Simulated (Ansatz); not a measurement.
# CuI: the cost of one run

Computed with Ansatz 0.2.0 (DFT r²SCAN with spin–orbit coupling, plane waves, PAW, unless a step's input says otherwise).

The COD entry's cell or inner coordinates are ideal or old and differ from later refinements, so a difference from it is no clean test against experiment.

2 further runs of the same task are left out: 2 set aside as unsound or not needed.

### 1 The system as given

It takes space group F-43m (No. 216, cubic). Conventional cell: a = 6.063 Å, b = 6.063 Å, c = 6.063 Å, α = 90.00°, β = 90.00°, γ = 90.00°. Cu (site symmetry -43m) has 4 I at 2.63 Å as nearest neighbours. Around I (site symmetry -43m) lie 4 Cu at 2.63 Å.

Structure file:

```cif
data_structure
_symmetry_space_group_name_H-M 'F-43m'
_symmetry_Int_Tables_number 216
_cell_length_a 6.0630
_cell_length_b 6.0630
_cell_length_c 6.0630
_cell_angle_alpha 90.000
_cell_angle_beta 90.000
_cell_angle_gamma 90.000
_cell_volume 222.88
loop_
_atom_site_label
_atom_site_type_symbol
_atom_site_symmetry_multiplicity
_atom_site_Wyckoff_symbol
_atom_site_fract_x
_atom_site_fract_y
_atom_site_fract_z
_atom_site_occupancy
Cu1 Cu 4 c 0.25000 0.25000 0.25000 1
I1 I 4 a 0.00000 0.00000 0.00000 1
```

The cell is the deposited one, not relaxed. An earlier run on this cell at r²SCAN, without spin–orbit coupling gave -0.83 GPa at 27.859 Å³/atom (10×10×10 mesh), mesh gap 1.61 eV.

### 2 Spin-orbit coupling: bands, spin texture

input.yaml

```yaml
crystal:
  lattice:
    - [0.0, 3.0314995827, 3.0314995827]
    - [3.0314995827, 0.0, 3.0314995827]
    - [3.0314995827, 3.0314995827, 0.0]
  atoms:
    - { symbol: Cu, position: [0.75, 0.75, 0.75] }
    - { symbol: I, position: [0.0, 0.0, 0.0] }
basis:
  ecutwfc: 500
  ecutrho_ratio: 4
kpoints:
  mp_grid: { grid: [8, 8, 8] }
  band_path:
    path:
      - [[0.0, 0.0, 0.0], [-0.5, -0.5, 0.0], [-0.375, -0.375, 0.25]]
      - [[-0.375, 0.0, 0.375], [0.0, 0.0, 0.0], [0.0, 0.0, 0.5], [-0.5, -0.25, 0.25], [-0.5, -0.5, 0.0]]
    npoints: 10
hamiltonian:
  xc: r2scan
scf:
  occupations: { method: gaussian, width: 0.05 }
output:
  forces: true
  stress: true
  eigenvalues: true
  populations: true
  eigenstates:
    nscf_kmesh: { grid: [14, 14, 14] }
    de_dk: true
    e_range: [-2.5, 4.110721940541]
  write_density: true
  write_potential: true
  elf: true
  volumetric_format: npy
magnetization:
  noncollinear: true
  spin_orbit: true
```

On the command line:

```bash
ansatz run input.yaml --threads 4 --pin off --max-ram 9216MiB --backend cpu --events-out ev --progress --plain --runs-dir out
```

**Question.** How long does this run take on 4 threads of Arm Neoverse V2, shared host, and how much memory does it need?

About 39 s, with a peak of 0.86 GiB.
